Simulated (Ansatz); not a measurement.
# Perturbing LiNbO3

Base: a COD entry whose atoms were relaxed with PBE, the cell held.

```xyz
10
Lattice="2.5689 1.4832 4.4996 -2.5689 1.4832 4.4996 0.0000 -2.9663 4.4996" Properties=species:S:1:pos:R:3 pbc="T T T"
Li    0.0000    0.0000   10.1240
Li    0.0000    0.0000    3.3747
Nb    0.0000    0.0000    6.7494
Nb    0.0000    0.0000    0.0000
O    -0.6601    1.4832    7.8742
O    -0.9544   -1.3132    7.8742
O     1.6145   -0.1699    7.8742
O     0.9544    1.3132    5.6245
O     0.6601   -1.4832    5.6245
O    -1.6145    0.1699    5.6245
```

Atoms are numbered from 1 in the order listed; like atoms form one site, named after its first atom.

Level of theory: DFT, PBE, plane waves and PAW, scalar-relativistic, 420 eV cutoff, Γ-centred 7×7×7 k-points, Fermi–Dirac smearing 0.02 eV (Ansatz 0.2.0).

**Question.** Variant: z compressed by 3 %, ions relaxed. What happens to the gradients (10²¹ V/m²)?

**Answer.** 

| site | atoms | V_zz base | η base | V_zz variant | η variant |
| --- | --- | --- | --- | --- | --- |
| Li | 1, 2 | 0.27 | 0.00 | 0.28 | 0.00 |
| Nb | 3, 4 | 0.22 | 0.00 | 2.64 | 0.00 |
| O | 5, 6, 7, 8, 9, … | 0.78 | 0.65 | -0.68 | 0.91 |

The largest change of V_zz along a kept axis is on Nb, from 0.22 to 2.64. On O the largest principal value lies along another axis in the second run, so the two V_zz can't be compared directly.

This high-symmetry form of LiNbO3 is unstable when cold, to polar shifts of Li and Nb. The symmetry of the cell holds that distortion back, wholly or in part, and it would change the field gradients, the more the larger the distortion. Without spin–orbit coupling (the program notes it for Nb) the gradients are little affected as a rule: paired runs on crystals with a gap mostly move them by under 2 % at such atoms. With these PAW files V_zz is typically within 2 to 3 % of all-electron values, but misses above 10 % occur on Li.
For the base: At this cell the PBE pressure is 9 GPa, so with PBE the cell would grow if it were relaxed.
For the variant: At this changed cell the PBE pressure is 15 GPa.
